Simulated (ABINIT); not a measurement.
# BN in ABINIT: convergence with tolvrs

Input of the first run (tolvrs 0.01); the others differ in this setting and in those tied to it:

The input run.abi:

```
pp_dirpath "./"
pseudos "N_ONCV_PBE-1.2.upf, B_ONCV_PBE-1.2.upf"

acell 3*1.0
rprim
     0.0000000000     6.6051896378     4.0933192046
     2.3652418778     0.0000000000     4.0933192046
     2.3652418778     6.6051896378     0.0000000000
ntypat 2
znucl 7 5
natom 2
typat 1 2
xred
     0.6666513400     0.6666513400     0.3333486600
     0.0000486500     0.0000486500     0.9999513500
chkprim 0
chksymtnons 0
tolsym 1.0e-6

ecut 40.0

kptopt 1
ngkpt 13 13 13
nshiftk 1
shiftk 0.0 0.0 0.0

ixc 7

nband 8
occopt 4
tsmear 0.05 eV

nstep 100
tolvrs 0.01

iomode 3
prtwf 0
prtden 0
prteig 0
prtebands 0
```

Potentials or basis: SG15 NC PBE v1.2.

The run is started by

```bash
$ abinit run.abi > log 2>&1
```

Measurements of this composition are mostly on another form, of space group No. 194.

Hardware: 1 thread of Arm Neoverse V2, with other jobs on the host.

| tolvrs | energy less the tightest run (meV/atom) | pressure (GPa) | largest force (eV/Å) | SCF cycles | CPU time (s) | peak memory (GiB) |
| --- | --- | --- | --- | --- | --- | --- |
| 0.01 | 0.00 | 0.81 | 0.009 | 5 | 110 | 0.14 |
| 0.001 | 0.00 | 0.76 | 0.013 | 6 | 130 | 0.14 |
| 0.0001 | 0.00 | 0.76 | 0.013 | 6 | 130 | 0.14 |
| 1e-05 | 0.00 | 0.78 | 0.012 | 7 | 150 | 0.14 |
| 1e-06 | 0.00 | 0.78 | 0.012 | 7 | 150 | 0.14 |
| 1e-08 | 0.00 | 0.78 | 0.012 | 9 | 180 | 0.14 |
| 1e-10 | 0.00 | 0.78 | 0.012 | 10 | 200 | 0.14 |
| 1e-13 | 0.00 | 0.78 | 0.012 | 11 | 210 | 0.14 |

Against the tightest run, the energy stays within 1 meV/atom from 0.01 on; the pressure stays within 0.1 GPa from 0.01 on; the largest force stays within 0.005 eV/Å from 0.01 on. The tightest run that finished is the yardstick and may itself not be fully converged.

Caveat, for the tightest run too: the potentials were made for another functional, which shifts forces and pressure.
